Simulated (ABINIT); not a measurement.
# RbCl (Fm-3m): G0W0 with and without spin-orbit coupling

Aim: spinor G0W0 for RbCl (Fm-3m) beside the scalar-relativistic result.

Calculated with ABINIT 10.8.3; PBE and many-body steps on it, plane waves.

## (1) Starting point

Symmetry: Fm-3m, No. 225, cubic system. Conventional cell: a = 6.579 Å, b = 6.579 Å, c = 6.579 Å, α = 90.00°, β = 90.00°, γ = 90.00°. Rb has 6 Cl at 3.29 Å nearest. Nearest to Cl lie 6 Rb at 3.29 Å. Farther neighbours and most contacts between anions are not listed.

The cell and positions come from the Crystallography Open Database and are kept as given unless a step says otherwise.

## (2) Empty states on the mesh, 4×4×4 mesh, 208 bands

This step: ABINIT 10.8.3; DFT, PBE, plane waves, norm-conserving pseudopotentials.

The sums over transitions need many empty states on a uniform mesh; this step solves for them.

Contents of run.abi:

```
acell 3*1.0 Angstrom
rprim 
  0.000000000000 3.289500000000 3.289500000000
  3.289500000000 0.000000000000 3.289500000000
  3.289500000000 3.289500000000 -0.000000000000
ntypat 2
znucl 37 17
natom 2
typat 1 2
xred 
  0.000000000000 0.000000000000 0.000000000000
  0.500000000000 0.500000000000 0.500000000000
pp_dirpath "pseudos"
pseudos "Rb.upf, Cl.upf"
ecut 25
ngkpt 4 4 4
nshiftk 1
shiftk 0 0 0
kptopt 1
chksymbreak 0
irdden 1
istwfk *1
nband 208
prtvol 0
optdriver 6
gwr_task "HDIAGO"
paral_kgb 0
occopt 1
indata_prefix "in"
outdata_prefix "out"
tmpdata_prefix "tmp"
```

Started as:

```console
> OMP_NUM_THREADS=1 mpirun -n 8 abinit run.abi > log
```

Numbers of over 12 decimals in the logs are rounded to 6 here.

The log of the run:

```text
.Version 10.8.3 of ABINIT. v10.8.2 released Aug 2026.

 Symmetries : space group Fm -3 m (#225); Bravais cF (face-center cubic)
[... echo of the input left out ...]
== DATASET  1 ==================================================================
-   mpi_nproc: 8, omp_nthreads: 1 (-1 if OMP is not activated)

--- !DatasetInfo
iteration_state: {dtset: 1, }
dimensions: {natom: 2, nkpt: 8, mband: 208, nsppol: 1, nspinor: 1, nspden: 1, mpw: 2884, }
cutoff_energies: {ecut:  25.0, pawecutdg:  -1.0, }
[...]
Direct band gap semiconductor
 Fundamental gap:     5.003 (eV)
   VBM:    -1.409 (eV) at k: [ 0.0000E+00,  0.0000E+00,  0.0000E+00]
   CBM:     3.594 (eV) at k: [ 0.0000E+00,  0.0000E+00,  0.0000E+00]
 Direct gap:         5.003 (eV) at k: [ 0.0000E+00,  0.0000E+00,  0.0000E+00]

== END DATASET(S) ==============================================================
================================================================================

 -outvars: echo values of variables after computation  --------
           etotal      0.0000000000E+00
            nband         208
             nkpt           8
          spgroup         225
 [... the other variables as echoed above ...]

 Calculation completed.
```

The job ended after 30 s (8 MPI ranks of Intel Xeon Platinum 8259CL at 2.50GHz (Skylake/Cascade Lake), shared host; peak memory 4.1 GiB).

This step gave:

| Quantity | Value |
| --- | --- |
| gap | 5.003 eV |
| k of the valence top | 0, 0, 0 |
| k of the conduction bottom | 0, 0, 0 |
| least direct gap | 5.003 eV |
| k points computed | 8 |
| lowest point of the top converged band, above the valence top | 106.8149 eV |

On this mesh the gap is 5.003 eV.

The density comes from a self-consistent run that is not shown.

## (3) Screening, 4×4×4 mesh, 200 bands, screening to 179.6 eV

The RPA dielectric matrix is built and inverted for each q.

This step: RPA screening on PBE, plane waves, norm-conserving pseudopotentials.

run.abi, as its differences from that of step 2:

```diff
@@ -20,10 +20,11 @@
 chksymbreak 0
-irdden 1
 istwfk *1
-nband 208
-prtvol 0
-optdriver 6
-gwr_task "HDIAGO"
-paral_kgb 0
 occopt 1
+irdwfk 1
+optdriver 3
+nband 200
+ecuteps 6.6
+inclvkb 0
+awtr 1
+symchi 1
 indata_prefix "in"
```

The log of the run:

```text
.Version 10.8.3 of ABINIT. v10.8.2 released Aug 2026.

 Symmetries : space group Fm -3 m (#225); Bravais cF (face-center cubic)
[... echo of the input left out ...]
== DATASET  1 ==================================================================
-   mpi_nproc: 8, omp_nthreads: 1 (-1 if OMP is not activated)

--- !DatasetInfo
iteration_state: {dtset: 1, }
dimensions: {natom: 2, nkpt: 8, mband: 200, nsppol: 1, nspinor: 1, nspden: 1, mpw: 2884, }
cutoff_energies: {ecut:  25.0, pawecutdg:  -1.0, }
electrons: {nelect:   1.60000000E+01, charge:   0.00000000E+00, occopt:   1.00000000E+00, tsmear:   1.00000000E-02, }

 SCREENING: Calculation of the susceptibility and dielectric matrices

 Based on a program developped by R.W. Godby, V. Olevano, G. Onida, and L. Reining.
 Incorporated in ABINIT by V. Olevano, G.-M. Rignanese, and M. Torrent.
.Using double precision arithmetic ; gwpc =  8

[... cell and pseudopotentials left out ...]
--------------------------------------------------------------------------------

 ==== K-mesh for the wavefunctions ====
 Number of points in the irreducible wedge :     8
[... list of points left out ...]
 Together with 48 symmetry operations and time-reversal symmetry
 yields    64 points in the full Brillouin Zone.

 ==== Q-mesh for the screening function ====
 Number of points in the irreducible wedge :     8
[... list of points left out ...]
 Together with 48 symmetry operations and time-reversal symmetry
 yields    64 points in the full Brillouin Zone.

 setmesh: FFT mesh size selected  =    30x   30x   30
          total number of points  =        27000

 vcoul_init : cutoff-mode = AUXILIARY_FUNCTION
 q-points for optical limit:   1
     1)      0.000010    0.000020    0.000030

- screening: taking advantage of time-reversal symmetry
- Maximum band index for partially occupied states nbvw = 8
- Remaining bands to be divided among processors   nbcw = 192
- Number of bands treated by each node ~24

 Number of electrons calculated from density =   16.0000; Expected =   16.0000
 average of density, n =  0.033305
 r_s =    1.9281
 omega_plasma =   17.6038 [eV]

 calculating chi0 at frequencies [eV] :
  1    0.000000E+00    0.000000E+00
  2    0.000000E+00    1.760384E+01

--------------------------------------------------------------------------------
  q-point number  1        q = ( 0.000000, 0.000000, 0.000000) [r.l.u.]
--------------------------------------------------------------------------------
[... chi0 elements left out ...]
 For q-point:  0.000010 0.000020 0.000030
  dielectric constant =   2.3298
  dielectric constant without local fields =   2.8370

  Average fulfillment of the sum rule on Im[epsilon] for q-point    1 :     86.89  [%]
[... wings left out ...]
  q-point number  2        q = ( 0.250000, 0.000000, 0.000000) [r.l.u.]
--------------------------------------------------------------------------------
[... chi0 elements left out ...]
  Average fulfillment of the sum rule on Im[epsilon] for q-point    2 :     90.95  [%]

 [... 6 further q-points ...]
```

It took 53 s on 8 MPI ranks; peak memory 1.7 GiB.

Numbers from this step:

```
ε∞ with local fields, on this mesh, along the program's q direction : 2.330
the same without local fields                                       : 2.837
plasma frequency                                                    : 17.60 eV
plane waves in the screening matrix                                 : 387
```

Local fields lower ε∞ by 18 %.

## (4) Scalar-relativistic

The self-energy is evaluated for the states that the input lists, and the levels follow from it, in one-shot runs by the linearised quasiparticle equation.

This step: G0W0 on PBE, plane waves, norm-conserving pseudopotentials.

run.abi, as its differences from that of step 3:

```diff
@@ -23,8 +23,15 @@
 irdwfk 1
-optdriver 3
+optdriver 4
 nband 200
+gwcalctyp 0
+ecutsigx 25
+symsigma 1
+nkptgw 1
+kptgw 
+  0.0000000000 0.0000000000 0.0000000000
+bdgw 
+  6 12
 ecuteps 6.6
-inclvkb 0
-awtr 1
-symchi 1
+irdscr 1
+ppmodel 1
 indata_prefix "in"
```

The log of the run:

```text
.Version 10.8.3 of ABINIT. v10.8.2 released Aug 2026.

 Symmetries : space group Fm -3 m (#225); Bravais cF (face-center cubic)
[... echo of the input left out ...]
== DATASET  1 ==================================================================
-   mpi_nproc: 8, omp_nthreads: 1 (-1 if OMP is not activated)

--- !DatasetInfo
iteration_state: {dtset: 1, }
dimensions: {natom: 2, nkpt: 8, mband: 200, nsppol: 1, nspinor: 1, nspden: 1, mpw: 2884, }
cutoff_energies: {ecut:  25.0, pawecutdg:  -1.0, }
electrons: {nelect:   1.60000000E+01, charge:   0.00000000E+00, occopt:   1.00000000E+00, tsmear:   1.00000000E-02, }

 SIGMA: Calculation of the GW corrections

 Based on a program developped by R.W. Godby, V. Olevano, G. Onida, and L. Reining.
 Incorporated in ABINIT by V. Olevano, G.-M. Rignanese, and M. Torrent.
.Using double precision arithmetic ; gwpc =  8

[... cell and pseudopotentials left out ...]
--------------------------------------------------------------------------------

 ==== K-mesh for the wavefunctions ====
 Number of points in the irreducible wedge :     8
[... list of points left out ...]
 Together with 48 symmetry operations and time-reversal symmetry
 yields    64 points in the full Brillouin Zone.

 ==== Q-mesh for screening function ====
 Number of points in the irreducible wedge :     8
[... list of points left out ...]
 Together with 48 symmetry operations and time-reversal symmetry
 yields    64 points in the full Brillouin Zone.

 vcoul_init : cutoff-mode = AUXILIARY_FUNCTION
 q-points for optical limit:   1
     1)      0.000010    0.000020    0.000030
 setmesh: FFT mesh size selected  =    40x   40x   40
          total number of points  =        64000

 Number of electrons calculated from density =   16.0000; Expected =   16.0000
 average of density, n =  0.033305
 r_s =    1.9281
 omega_plasma =   17.6038 [eV]

 === KS Band Gaps ===
  >>>> For spin  1
   Minimum direct gap =   5.0027 [eV], located at k-point      :   0.0000  0.0000  0.0000
   Fundamental gap    =   5.0027 [eV], Top of valence bands at :   0.0000  0.0000  0.0000
                                       Bottom of conduction at :   0.0000  0.0000  0.0000
 SIGMA fundamental parameters:
 PLASMON POLE MODEL  1
 number of plane-waves for SigmaX                 2837
 number of plane-waves for SigmaC and W            387
 number of plane-waves for wavefunctions          2837
 number of bands                                   200
 number of independent spin polarizations            1
 number of spinorial components                      1
 number of k-points in IBZ                           8
 number of q-points in IBZ                           8
 number of symmetry operations                      48
 number of k-points in BZ                           64
 number of q-points in BZ                           64
 number of frequencies for dSigma/dE                 9
 frequency step for dSigma/dE [eV]                0.25
 number of omega for Sigma on real axis              0
 max omega for Sigma on real axis  [eV]           0.00
 zcut for avoiding poles [eV]                     0.10

 EPSILON^-1 parameters (SCR file):
 dimension of the eps^-1 matrix on file            387
 dimension of the eps^-1 matrix used               387
 number of plane-waves for wavefunctions          2837
 number of bands                                   200
 number of q-points in IBZ                           8
 number of frequencies                               2
 number of real frequencies                          1
 number of imag frequencies                          1

 matrix elements of self-energy operator (all in [eV])

 Perturbative Calculation

--- !SelfEnergy_ee
iteration_state: {dtset: 1, }
kpoint     : [   0.000,    0.000,    0.000, ]
spin       : 1
KS_gap     :    5.003
QP_gap     :    7.749
Delta_QP_KS:    2.747
data: !SigmaeeData |
     Band     E0 <VxcDFT>   SigX SigC(E0)      Z dSigC/dE  Sig(E)    E-E0       E
        6  -1.409 -14.024 -18.548   1.887   0.805  -0.242 -16.148  -2.123  -3.532
        7  -1.409 -14.024 -18.548   1.887   0.805  -0.242 -16.148  -2.123  -3.532
        8  -1.409 -14.024 -18.548   1.887   0.805  -0.242 -16.148  -2.123  -3.532
        9   3.594  -6.590  -3.001  -2.877   0.874  -0.144  -5.967   0.623   4.217
       10   6.578  -7.734  -3.429  -2.919   0.871  -0.148  -6.527   1.207   7.786
       11   6.578  -7.734  -3.429  -2.919   0.871  -0.148  -6.527   1.207   7.786
       12   6.578  -7.734  -3.429  -2.919   0.871  -0.148  -6.527   1.207   7.786

== END DATASET(S) ==============================================================
================================================================================

 -outvars: echo values of variables after computation  --------
           etotal      0.0000000000E+00
            nband         200
             nkpt           8
          spgroup         225
 [... the other variables as echoed above ...]

 Calculation completed.
```

Wall time 19 s (8 MPI ranks); peak memory 2.1 GiB; 2.5 min of CPU time.

This step gave:

```
G0W0 gap on the points computed              : 7.749 eV
starting gap on the mesh                     : 5.003 eV
k of the valence top                         : 0, 0, 0
k of the conduction bottom                   : 0, 0, 0
Z at the valence top                         : 0.805
Z at the conduction bottom                   : 0.874
least direct G0W0 gap on the computed points : 7.749 eV
```

The gap on the mesh goes from 5.00 eV to 7.75 eV, a correction of +2.75 eV.

## (5) Empty states on the mesh, 4×4×4 mesh, 440 bands

This step: DFT, PBE with spin-orbit coupling, plane waves, norm-conserving pseudopotentials.

run.abi, as its differences from that of step 4:

```diff
@@ -15,2 +15,3 @@
 ecut 25
+nspinor 2
 ngkpt 4 4 4
@@ -20,18 +21,10 @@
 chksymbreak 0
+iscf -2
+irdden 1
 istwfk *1
-occopt 1
-irdwfk 1
-optdriver 4
-nband 200
-gwcalctyp 0
-ecutsigx 25
-symsigma 1
-nkptgw 1
-kptgw 
-  0.0000000000 0.0000000000 0.0000000000
-bdgw 
-  6 12
-ecuteps 6.6
-irdscr 1
-ppmodel 1
+nband 440
+nbdbuf 40
+tolwfr 1e-09
+nstep 60
+prtvol 0
 indata_prefix "in"
```

The log of the run:

```text
.Version 10.8.3 of ABINIT. v10.8.2 released Aug 2026.

 Symmetries : space group Fm -3 m (#225); Bravais cF (face-center cubic)
[... echo of the input left out ...]
== DATASET  1 ==================================================================
-   mpi_nproc: 8, omp_nthreads: 1 (-1 if OMP is not activated)

--- !DatasetInfo
iteration_state: {dtset: 1, }
dimensions: {natom: 2, nkpt: 8, mband: 440, nsppol: 1, nspinor: 2, nspden: 1, mpw: 2884, }
cutoff_energies: {ecut:  25.0, pawecutdg:  -1.0, }
[...]
4.21810    4.21811    4.23832    4.23838    4.24254    4.24255    4.24256    4.24257
   4.24261    4.24290    4.25289    4.25320    4.27590    4.27628    4.28484    4.28590
 prteigrs : prtvol=0 or 1, do not print more k-points.

== END DATASET(S) ==============================================================
================================================================================

 -outvars: echo values of variables after computation  --------
            nband         440
             nkpt           8
          spgroup         225
 [... the other variables as echoed above ...]

 Calculation completed.
```

It took 7 min on 8 MPI ranks; peak memory 0.95 GiB.

This step gave:

| Quantity | Value |
| --- | --- |
| gap | 4.958 eV |
| k of the valence top | 0, 0, 0 |
| k of the conduction bottom | 0, 0, 0 |
| least direct gap | 4.958 eV |
| k points computed | 8 |
| lowest point of the top converged band, above the valence top | 106.7696 eV |

On this mesh the gap is 4.958 eV.

The density comes from a self-consistent run that is not shown, made with spin-orbit coupling and fully relativistic files.

## (6) Screening, 4×4×4 mesh, 400 bands, screening to 179.6 eV

This step: RPA screening on PBE with spin-orbit coupling, plane waves, norm-conserving pseudopotentials.

run.abi, as its differences from that of step 5:

```diff
@@ -21,10 +21,11 @@
 chksymbreak 0
-iscf -2
-irdden 1
 istwfk *1
-nband 440
-nbdbuf 40
-tolwfr 1e-09
-nstep 60
-prtvol 0
+occopt 1
+irdwfk 1
+optdriver 3
+nband 400
+ecuteps 6.6
+inclvkb 0
+awtr 1
+symchi 1
 indata_prefix "in"
```

The log of the run:

```text
.Version 10.8.3 of ABINIT. v10.8.2 released Aug 2026.

 Symmetries : space group Fm -3 m (#225); Bravais cF (face-center cubic)
[... echo of the input left out ...]
== DATASET  1 ==================================================================
-   mpi_nproc: 8, omp_nthreads: 1 (-1 if OMP is not activated)

--- !DatasetInfo
iteration_state: {dtset: 1, }
dimensions: {natom: 2, nkpt: 8, mband: 400, nsppol: 1, nspinor: 2, nspden: 1, mpw: 2884, }
cutoff_energies: {ecut:  25.0, pawecutdg:  -1.0, }
electrons: {nelect:   1.60000000E+01, charge:   0.00000000E+00, occopt:   1.00000000E+00, tsmear:   1.00000000E-02, }

 SCREENING: Calculation of the susceptibility and dielectric matrices

 Based on a program developped by R.W. Godby, V. Olevano, G. Onida, and L. Reining.
 Incorporated in ABINIT by V. Olevano, G.-M. Rignanese, and M. Torrent.
.Using double precision arithmetic ; gwpc =  8

[... cell and pseudopotentials left out ...]
--------------------------------------------------------------------------------

 ==== K-mesh for the wavefunctions ====
 Number of points in the irreducible wedge :     8
[... list of points left out ...]
 Together with 48 symmetry operations and time-reversal symmetry
 yields    64 points in the full Brillouin Zone.

 ==== Q-mesh for the screening function ====
 Number of points in the irreducible wedge :     8
[... list of points left out ...]
 Together with 48 symmetry operations and time-reversal symmetry
 yields    64 points in the full Brillouin Zone.

 setmesh: FFT mesh size selected  =    30x   30x   30
          total number of points  =        27000

 vcoul_init : cutoff-mode = AUXILIARY_FUNCTION
 q-points for optical limit:   1
     1)      0.000010    0.000020    0.000030

- screening: taking advantage of time-reversal symmetry
- Maximum band index for partially occupied states nbvw = 16
- Remaining bands to be divided among processors   nbcw = 384
- Number of bands treated by each node ~48

 Number of electrons calculated from density =   16.0000; Expected =   16.0000
 average of density, n =  0.033305
 r_s =    1.9281
 omega_plasma =   17.6038 [eV]

 calculating chi0 at frequencies [eV] :
  1    0.000000E+00    0.000000E+00
  2    0.000000E+00    1.760384E+01

--------------------------------------------------------------------------------
  q-point number  1        q = ( 0.000000, 0.000000, 0.000000) [r.l.u.]
--------------------------------------------------------------------------------
[... chi0 elements left out ...]
 For q-point:  0.000010 0.000020 0.000030
  dielectric constant =   2.3310
  dielectric constant without local fields =   2.8384

  Average fulfillment of the sum rule on Im[epsilon] for q-point    1 :     86.90  [%]
[... wings left out ...]
  q-point number  2        q = ( 0.250000, 0.000000, 0.000000) [r.l.u.]
--------------------------------------------------------------------------------
[... chi0 elements left out ...]
  Average fulfillment of the sum rule on Im[epsilon] for q-point    2 :     91.06  [%]

 [... 6 further q-points ...]
```

Wall time 4.9 min (8 MPI ranks); peak memory 4.6 GiB; 39 min of CPU time.

This step gave:

```yaml
eps_infinity_with_local_fields_on_this_mesh_along_the_program_s_q_direction: 2.331
the_same_without_local_fields: 2.838
plasma_frequency: 17.60 eV
plane_waves_in_the_screening_matrix: 387
```

[end of part 1 of 2]

[Paths, hosts, dates, memory and timing lines, banners, echoed tables and standing remarks are left out of the program output.]

[Logs are printed without paths, hosts, clocks, repeated set-up lines and the standing remarks that a program may print on its own settings, such as how far it seeks lower states.]

[Runs of the session that timed out or met a known fault of the program may be left out.]

[Hosts, paths, dates, database ids (printed as entryN), source tags and the programs' standing remarks are cut or masked in the printed files.]

[G0W0 gaps are taken among the corrected bands and points alone; a level outside them can change the order at an edge.]

[Where Ansatz stands beside ABINIT at settings called matched, ABINIT's density can come from a denser mesh and the files from another edition; pairs whose starting gaps differed by over 0.03 eV were left out, so agreement reads better than it is.]
